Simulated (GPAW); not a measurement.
Crystal: CdS (Greenockite).

```
CELL_PARAMETERS angstrom
4.15000 0.00000 0.00000
-2.07500 3.59401 0.00000
0.00000 0.00000 6.73700
ATOMIC_POSITIONS crystal
Cd 0.66667 0.33333 0.50000
Cd 0.33333 0.66667 0.00000
S 0.66667 0.33333 0.87500
S 0.33333 0.66667 0.37500
```

Base run:

- Program: GPAW 26.7.0
- Functional: PBEsol
- Potentials or basis: PAW data sets generated in the run's folder for this functional
- Cutoff: 600 eV
- Basis: pw
- k mesh: 5 × 5 × 3
- Occupations: fermi-dirac, width 0.05 eV
- Spin: spin-orbit coupling, no magnetisation

Its results: band gap on the k mesh 1.02 eV, direct; pressure -1.2 GPa; largest force 0.062 eV/Å.

Question: The run is repeated on the same cell with these changes: functional from PBEsol to BP86; band points from 60 to 100. What comes out?

Answer: Band gap on the k mesh 1.08 eV, direct; pressure 2.0 GPa; largest force 0.063 eV/Å.

Caveats: spin-orbit coupling was added after a scalar SCF, so levels and gaps hold it while energy, forces, pressure and moments don't; this program's spin-orbit splittings come out too wide for heavy elements.
